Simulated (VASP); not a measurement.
The system is Pt.

```
Pt
1.0
     0.00000    1.96090    1.96090
     1.96090    0.00000    1.96090
     1.96090    1.96090    0.00000
Pt
1
Direct
  0.00000 0.00000 0.00000
```

| Item | Value |
| --- | --- |
| Program | VASP 6.6.1 |
| Task | relaxation of cell and atoms |
| Functional | optB86b-vdW |
| Potentials or basis | VASP PAW PBE potentials, release 64 (Pt) |
| Cutoff | 600 eV |
| k mesh | 12 × 12 × 12 |
| Occupations | fermi-dirac, width 0.05 eV |
| Spin | no spin polarisation |

At the start: pressure 6.1 GPa; volume 15.08 Å³/atom.

Problem. How do energy, volume and symmetry change on relaxing?

Solution. Over 4 steps the energy falls by 6.2 meV/atom and the volume is 15.41 Å³/atom (+2.2 %); space group Fm-3m (No. 225, to 0.05 Å).

Step by step:
```
step  energy change (eV)  largest force (eV/Å)  pressure (GPa)  volume (Å³)
   1              0.0000                0.0000            6.15        15.08
   2              0.0385                0.0000          -13.81        16.38
   3             -0.0062                0.0000           -0.13        15.42
   4             -0.0062                0.0000           -0.01        15.41
```

Final structure:
```cif
data_structure
_symmetry_space_group_name_H-M 'P 1'
_symmetry_Int_Tables_number 1
_cell_length_a 2.7933
_cell_length_b 2.7933
_cell_length_c 2.7933
_cell_angle_alpha 60.000
_cell_angle_beta 60.000
_cell_angle_gamma 60.000
_cell_volume 15.41
loop_
_atom_site_label
_atom_site_type_symbol
_atom_site_fract_x
_atom_site_fract_y
_atom_site_fract_z
_atom_site_occupancy
Pt1 Pt 0.00000 0.00000 0.00000 1
```

Caveat: the PAW data sets were made with another functional, which shifts forces and pressure a little.
